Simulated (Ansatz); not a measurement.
Calculation for C (bcc type): DFT, PBE, all-electron LAPW, scalar-relativistic (Ansatz 0.2.0). This run: volume at 0.45 of the series' base cell.

The cell comes from a relaxation on PAW files under the same functional, begun from a prototype that needn't be the stable phase.

Command: `ansatz run input.yaml --threads 1 --pin off --max-ram 2048MiB --backend cpu --events-out ev --progress --plain --runs-dir out` It took 7.8 s on 1 thread of Arm Neoverse V2 (shared host), peak memory 0.28 GiB.

```yaml
crystal:
  lattice:
    - [-0.9096506662, 0.9096506662, 0.9096506662]
    - [0.9096506662, -0.9096506662, 0.9096506662]
    - [0.9096506662, 0.9096506662, -0.9096506662]
  atoms:
    - { symbol: C, position: [0.0, 0.0, 0.0] }
kpoints:
  mp_grid: { grid: [25, 25, 25] }
scf:
  occupations: { method: fermi_dirac, width: 0.1 }
hamiltonian:
  xc: pbe
  pseudopotentials: { kind: all_electron, lapw: { basis_error: 0.001 } }
output:
  forces: true
  stress: true
  eigenvalues: true
  populations: true
```

Output:

```
C: projections on atomic orbitals take those of the free atom 1s2 2s2 2p2, of charge +0.00 (hamiltonian.pseudopotentials.projection_atoms)
LAPW: plane waves up to 10.890 Å⁻¹, error target 1.0e-3 eV per atom; small_component_spin mean_spin; C in spheres of 0.788 Å, 6 of its electrons in bands, Dirac shells [] (how accurate: hamiltonian.pseudopotentials.lapw.basis_error, Limitations)
Engine: ansatz 0.2.0
Pseudopotentials: kind: all_electron
Pseudopotential: C, LAPW, valence charge 6, lapw/all_electron/scalar/gaussian/C, Koelling and Harmon's equation, gaussian nucleus
Functional definition: PBE
  parameter kappa = 0.804
  parameter beta = 0.06672455060314922
  exchange = pbe_x(kappa = kappa, mu = beta*pi^2/3)
  correlation = pbe_c(beta = beta)
Crystal: 1 atoms, lattice volume = 3.011 Å³
Basis set: ecut = 451.85771395987854 eV, 55 PW (Γ), exchange–correlation at level 2
Bands: 7, of which v1, the nominal top of the filled ones, is band 3 counted from 1 (2 counted from 0)
Symmetry: 48 space group operations
Space group: Im-3m (ITA 229), of the structure as read, at distance tolerance 1.4e-5 Å
k-points: 455 of 15625
Non-local potential: C, projectors of the file, none
Initial density: superposition of atomic densities (chi_scale 0.1, normalization cell)
Initial wavefunctions: plane waves of lowest kinetic energy (no species holds an atomic orbital)
Functional: x = pbe(κ = 0.804, μ = 0.2195149727645171), c = pbe(β = 0.06672455060314922)
iter 1 solved again at ethr=5.69e-4 eV; its pass at ethr=1.00e-1 eV (dr2=3.41e-2 eV) is discarded
SCF iter   1: F=—  HF=-1028.310222 eV  |F-HF|=—  |Δ(HF+E_count)|=         —  Δρ=6.85e-2  dr2=3.41e-2  ethr=5.69e-4  ⟨swp⟩=2.6  Hψ=25732  notcnv=0
preconditioner: auto → none  [metal: Δε(μ)=0.011 eV  Ē_g=36.591 eV  σ=0.100 eV  W_gap=0.03  n_scr=0 (ndim 8)  ℏωp=42.8 eV  f_vac=0.000  D(μ)=0.18/eV (n_scr^D=0)]
SCF iter   2: F=—  HF=-1028.294888 eV  |F-HF|=—  |Δ(HF+E_count)|=   1.53e-2  Δρ=3.27e-2  dr2=7.69e-3  ethr=5.69e-4  ⟨swp⟩=2.0  Hψ=8692  notcnv=0
iter 3 solved again at ethr=1.82e-7 eV; its pass at ethr=1.28e-4 eV (dr2=1.09e-5 eV) is discarded
SCF iter   3: F=—  HF=-1028.291905 eV  |F-HF|=—  |Δ(HF+E_count)|=   2.98e-3  Δρ=1.36e-3  dr2=1.10e-5  ethr=1.82e-7  ⟨swp⟩=2.0  Hψ=15124  notcnv=0
SCF iter   4: F=-1028.291908 eV  HF=-1028.291908 eV  |F-HF|=1.63e-8  |Δ(HF+E_count)|=   2.53e-6  Δρ=3.28e-5  dr2=4.52e-9  ethr=1.82e-7  ⟨swp⟩=2.0  Hψ=8634  notcnv=0
SCF 1 converged in 4 iterations: F = -1028.291908 eV  dr2 = 4.52e-9
SCF converged after 4 iterations
Free energy (F): -1028.291908 eV
Harris-Foulkes:  -1028.291908 eV  (|F-HF|=1.63e-8)
Internal energy: -1028.285949 eV  (E = F + TS)
E sigma→0 (E₀):  -1028.288928 eV
Entropy (-TS):   -0.005958 eV (-5.958 meV/atom)
Fermi energy:    31.314111 eV
--- Per-component energies (eV) ---
  E_band       = -405.545190
  E_kinetic    = 1063.662960
  E_xc         = -153.623756
  E_electrostatic = -1938.325154  (all electrons and nuclei)
  E_smearing   = -0.005958  (= −TS)
  E_closure    = 0.000000  (closes the sum)
  E_atoms      = -1027.632824  (free atoms, spherical and without spin; not in F)
  Σ components = -1028.291908   (vs F -1028.291908, Δ=0.00e0)
  Basis errors (estimates in eV, not in F): energy 3.6e-4 per atom: plane waves 3.6e-4 (1.9e-4 summed), levels above the bands 6.8e-182, relativity 3.4e-9, radial functions 6.1e-6, core shells 0.0e0; eigenvalues (radial functions only) 8.4e-5; not estimated: angular momenta, meshes, grids; target (lapw.basis_error) 1.0e-3; muffin-tin radii C 0.788 Å
--- Forces (eV/Å), atoms counted from 1 ---
  atom   1  C     -0.00000000    -0.00000000     0.00000000
  max |Σ_I F_I| component: 6.57e-32 eV/Å
--- Stress (GPa, compression-positive) ---
      703.656854       0.000000       0.000000
        0.000000     703.656854       0.000000
        0.000000       0.000000     703.656854
  P = ⅓ Tr σ = 703.6569 GPa (7036.569 kbar)
--- Band table (eV; the first three rows and the last of 455) ---
  k-point 0: bands = ["-238.0383", "-3.1896", "50.4501", "50.4501", "50.4501", "80.2926", "80.2926"]
  k-point 1: bands = ["-238.0381", "-3.0770", "50.0980", "50.1648", "50.3815", "79.1533", "79.2351"]
  k-point 2: bands = ["-238.0376", "-2.7391", "49.0262", "49.3740", "50.1786", "76.2379", "76.8239"]
  k-point 454: bands = ["-238.0197", "25.9742", "26.5205", "26.5205", "42.6984", "43.1863", "46.1927"]
--- Löwdin populations: 1 site ---
  site symbol       q [e]
     0      C      5.9534
  spilling = 0.007759 (of n_electrons = 6.000000)
```

populations.tsv:

```
# site	symbol	l	j	q
# orbitals = lowdin
# n_electrons = 6.000000
# spilling = 0.007759
# projection_atom_C: 1s2 2s2 2p2
0	C	0_1S	-	1.990444
0	C	0_2S	-	1.070059
0	C	1_2P	-	2.892943
```

Next run (volume at 0.4 of the series' base cell), as changes to the input before:

```diff
   lattice:
-    - [-0.9096506662, 0.9096506662, 0.9096506662]
-    - [0.9096506662, -0.9096506662, 0.9096506662]
-    - [0.9096506662, 0.9096506662, -0.9096506662]
+    - [-0.874628855, 0.874628855, 0.874628855]
+    - [0.874628855, -0.874628855, 0.874628855]
+    - [0.874628855, 0.874628855, -0.874628855]
   atoms:
   mp_grid: { grid: [25, 25, 25] }
+  band_path:
+    path:
+      - [0.0, 0.0, 0.0]
+      - [0.5, -0.5, 0.5]
+      - [0.0, 0.0, 0.5]
+      - [0.0, 0.0, 0.0]
+      - [0.25, 0.25, 0.25]
+      - [0.5, -0.5, 0.5]
+      - [0.25, 0.25, 0.25]
+      - [0.0, 0.0, 0.5]
+    npoints: 8
 scf:
   populations: true
+  dos: { projected: true, de: 0.2, e_range: [-14, 8] }
```

Results part of the output:

```
SCF 1 converged in 4 iterations: F = -1026.526098 eV  dr2 = 6.12e-9
NSCF: frozen V_eff on 57 k-points
SCF converged after 4 iterations
Free energy (F): -1026.526098 eV
Harris-Foulkes:  -1026.526098 eV  (|F-HF|=1.60e-8)
Internal energy: -1026.519855 eV  (E = F + TS)
E sigma→0 (E₀):  -1026.522976 eV
Entropy (-TS):   -0.006243 eV (-6.243 meV/atom)
Fermi energy:    35.358238 eV
--- Per-component energies (eV) ---
  E_band       = -387.950761
  E_kinetic    = 1072.682545
  E_xc         = -155.565837
  E_electrostatic = -1943.636562  (all electrons and nuclei)
  E_smearing   = -0.006243  (= −TS)
  E_closure    = 0.000000  (closes the sum)
  E_atoms      = -1027.632824  (free atoms, spherical and without spin; not in F)
  Σ components = -1026.526098   (vs F -1026.526098, Δ=0.00e0)
  Basis errors (estimates in eV, not in F): energy 3.8e-4 per atom: plane waves 3.7e-4 (2.0e-4 summed), levels above the bands 1.0e-193, relativity 5.7e-9, radial functions 8.1e-6, core shells 0.0e0; eigenvalues (radial functions only) 8.1e-5; not estimated: angular momenta, meshes, grids; target (lapw.basis_error) 1.0e-3; muffin-tin radii C 0.757 Å
--- Forces (eV/Å), atoms counted from 1 ---
  atom   1  C      0.00000000    -0.00000000     0.00000000
  max |Σ_I F_I| component: 5.96e-32 eV/Å
--- Stress (GPa, compression-positive) ---
     1008.674126      -0.000000      -0.000000
       -0.000000    1008.674126      -0.000000
       -0.000000      -0.000000    1008.674126
  P = ⅓ Tr σ = 1008.6741 GPa (10086.741 kbar)
--- Band table (eV; the first three rows and the last of 455) ---
  k-point 0: bands = ["-234.4820", "-2.0906", "56.5697", "56.5697", "56.5697", "87.3921", "87.3921"]
  k-point 1: bands = ["-234.4817", "-1.9717", "56.1761", "56.2399", "56.4885", "86.1238", "86.2089"]
  k-point 2: bands = ["-234.4809", "-1.6150", "54.9737", "55.3303", "56.2485", "82.9343", "83.5639"]
  k-point 454: bands = ["-234.4499", "29.2174", "29.8278", "29.8278", "46.4681", "47.0305", "53.5145"]
--- Löwdin populations: 1 site ---
  site symbol       q [e]
     0      C      5.9501
  spilling = 0.008313 (of n_electrons = 6.000000)
```
